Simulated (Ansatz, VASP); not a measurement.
## NaF in VASP and in Ansatz

INCAR

```
  PREC = Accurate
  ENCUT = 520
  EDIFF = 1E-6
  ISMEAR = 0
  SIGMA = 0.05
  LREAL = F
  LASPH = T
  NELM = 100
  ALGO = Normal
  ISIF = 2
  LWAVE = F
  LCHARG = F
  GGA = PS
  NBANDS = 14
```

KPOINTS

```
regular mesh
0
Gamma
  8 8 8
```

POSCAR

```
NaF
1.0
    0.0000000000      2.3233000000      2.3233000000
    2.3233000000      0.0000000000      2.3233000000
    2.3233000000      2.3233000000      0.0000000000
Na F
1 1
Direct
    0.0000000000      0.0000000000      0.0000000000
    0.4031549951      0.5968450049      0.4031549951
```

Input for Ansatz:

```yaml
crystal:
  lattice:
    - [0.0, 2.3233, 2.3233]
    - [2.3233, 0.0, 2.3233]
    - [2.3233, 2.3233, 0.0]
  atoms:
    - { symbol: Na, position: [0.0, 0.0, 0.0] }
    - { symbol: F, position: [0.4031549951, 0.5968450049, 0.4031549951] }
basis:
  ecutwfc: 420
kpoints:
  mp_grid: { grid: [8, 8, 8] }
hamiltonian:
  xc: pbesol
scf:
  occupations: { method: gaussian, width: 0.05 }
output:
  forces: true
  stress: true
  eigenvalues: true
```

Alike in both runs: task single point; functional PBEsol; k mesh 8 × 8 × 8; occupations gaussian, width 0.05 eV; no spin polarisation.

|  | VASP | Ansatz |
| --- | --- | --- |
| version | VASP 6.6.1 | Ansatz 0.2.0 |
| potentials or method | VASP PAW PBE potentials, release 64 (Na_pv, F) | scalar-relativistic, plane waves, PAW |
| plane-wave cutoff (eV) | 520 | 420 |
| valence electrons in the cell | 14 | 16 |

Ansatz gave:

| Item | Value |
| --- | --- |
| gap on the k mesh at the Fermi level (eV) | 6.11 |
| least direct gap on the mesh (eV) | 6.11 |
| pressure (GPa) | 7.4 |
| largest component of the traceless stress (GPa) | 18.18 |
| rms of the force components (eV/Å) | 1.403 |

Which values does VASP return?

gap on the k mesh at the Fermi level (eV): 6.08; least direct gap on the mesh (eV): 6.08; pressure (GPa): 7.7; largest component of the traceless stress (GPa): 19.01; rms of the force components (eV/Å): 1.468.

Atom by atom the forces differ by 0.065 eV/Å (rms over components). With one functional, cell and mesh, what is left measures potentials, basis and numerics. The two sets of potentials don't hold the same shells in valence.

Caveats: the PAW data sets were made with another functional, which shifts forces and pressure a little (VASP).
